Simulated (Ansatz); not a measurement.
The system is Al.

```xyz
2
Lattice="2.8125 0.0000 0.0000 -1.4062 2.4357 0.0000 0.0000 0.0000 4.8669" Properties=species:S:1:pos:R:3 pbc="T T T"
Al    0.0000    1.6238    1.2167
Al    1.4062    0.8119    3.6501
```

This isn't the form of Al at room conditions, which is fcc.

| Quantity | Value |
| --- | --- |
| Program | Ansatz 0.2.0 |
| Task | relaxation of cell and atoms |
| Functional | PBEsol |
| Dispersion | D3(BJ)-ATM |
| Potentials or basis | Ansatz PAW |
| Cutoff | 420 eV (not typed: the program's choice for these potentials) |
| k mesh | 11 × 11 × 6 |
| Occupations | fermi-dirac, width 0.05 eV |
| Spin | no spin polarisation |

At the start: volume 16.67 Å³/atom.

How do energy, volume and symmetry change on relaxing?

It ends after 6 steps and the volume is 15.75 Å³/atom (-5.5 %); space group P6_3/mmc (No. 194, to 0.05 Å).

The path:
| step | energy change (eV) | largest force (eV/Å) | volume (Å³) |
| --- | --- | --- | --- |
| 1 | 0.0000 | 0.0000 | 33.34 |
| 2 | -0.0449 | 0.0000 | 31.15 |
| 3 | -0.0461 | 0.0000 | 31.48 |
| 4 | -0.0462 | 0.0000 | 31.57 |
| 5 | -0.0462 | 0.0000 | 31.51 |
| 6 | -0.0459 | 0.0000 | 31.51 |

Final structure:
```
CELL_PARAMETERS angstrom
2.80236 0.00000 0.00000
-1.40118 2.42692 0.00000
0.00000 0.00000 4.63241
ATOMIC_POSITIONS crystal
Al 0.33333 0.66667 0.25000
Al 0.66667 0.33333 0.75000
```

Caveat: the plane-wave basis is chosen anew once the cell has moved, so the energies of steps on either side of that aren't comparable; pairwise dispersion overbinds metals, which lowers pressure and volume; the PAW data sets come from PBE, with cores solved anew for the run's functional, which leaves a small shift of forces and pressure.
